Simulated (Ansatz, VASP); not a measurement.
## P in VASP and in Ansatz

```xyz
2
Lattice="1.7133 0.9892 2.9116 -1.7133 0.9892 2.9116 0.0000 -1.9783 2.9116" Properties=species:S:1:pos:R:3 pbc="T T T"
P     0.0000    0.0000    2.0441
P     0.0000    0.0000    6.6906
```

Alike in both runs: functional PBE; dispersion D3(BJ); k mesh 15 × 15 × 15; occupations gaussian, width 0.1 eV; no spin polarisation.

Ansatz relaxed the structure, and its values are those at the end. VASP's run is a single point on that final structure, the one shown.

|  | VASP | Ansatz |
| --- | --- | --- |
| version | VASP 6.6.1 | Ansatz 0.2.0 |
| potentials or method | VASP PAW PBE potentials, release 64 (P) | scalar-relativistic, plane waves, PAW |
| plane-wave cutoff (eV) | 520 | 420 |
| valence electrons in the cell | 10 | 10 |

Ansatz gave:

* gap on the k mesh at the Fermi level (eV): none
* pressure (GPa): 0.0
* rms of the force components (eV/Å): 0.000

Question: Which values does VASP return?

Answer: gap on the k mesh at the Fermi level (eV): none; pressure (GPa): -0.3; rms of the force components (eV/Å): 0.027.

A gap of «none» marks a metal or a gap that the smearing closes.

Caveats: pairwise dispersion overbinds metals, which lowers pressure and volume.
